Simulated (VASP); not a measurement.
## KMgF3 under changes of volume

One of the cells (11.799 Å³/atom); the others are scaled copies at fixed shape and fractional positions:

```
K Mg F
1.0
     3.89286    0.00000    0.00000
     0.00000    3.89286    0.00000
     0.00000    0.00000    3.89286
K Mg F
1 1 3
Direct
  0.50000 0.50000 0.50000
  0.00000 0.00000 0.00000
  0.00000 0.00000 0.50000
  0.00000 0.50000 0.00000
  0.50000 0.00000 0.00000
```

- Program: VASP 6.6.1
- Functional: LDA
- Potentials or basis: VASP PAW LDA potentials, release 64 (K_sv, Mg, F)
- Cutoff: 520 eV
- k mesh: 6 × 6 × 6
- Occupations: gaussian, width 0.02 eV
- Spin: no spin polarisation

```csv
volume (Å³/atom),energy over the lowest point (meV/atom),pressure (GPa),gap on the mesh (eV)
11.327,7.34,4.2,7.86
11.563,2.22,2.1,7.68
11.799,0.00,0.2,7.51
12.035,0.52,-1.5,7.35
12.271,?,?,?
```

**Question.** What does the run at 12.271 Å³/atom give?

**Answer.** Energy over the lowest point 3.43 meV/atom; pressure -3.0 GPa; gap on the mesh 7.20 eV.

Worked out: A Birch-Murnaghan fit of order 2 (a polynomial in V^(-2/3)) to the other rows has its minimum at 11.87 Å³/atom with B0 = V·E''(V) = 89 GPa. It gives 3.43 meV/atom at 12.271 Å³/atom, against the run's 3.43, and -dE/dV = -2.8 GPa, against -3.0. A straight line through the other rows of the gap, of slope -8.41 eV per unit of ln V, extrapolates to 7.18 eV, against the run's 7.20.

Energies are extrapolated to zero smearing.

A mesh can miss the band edges.
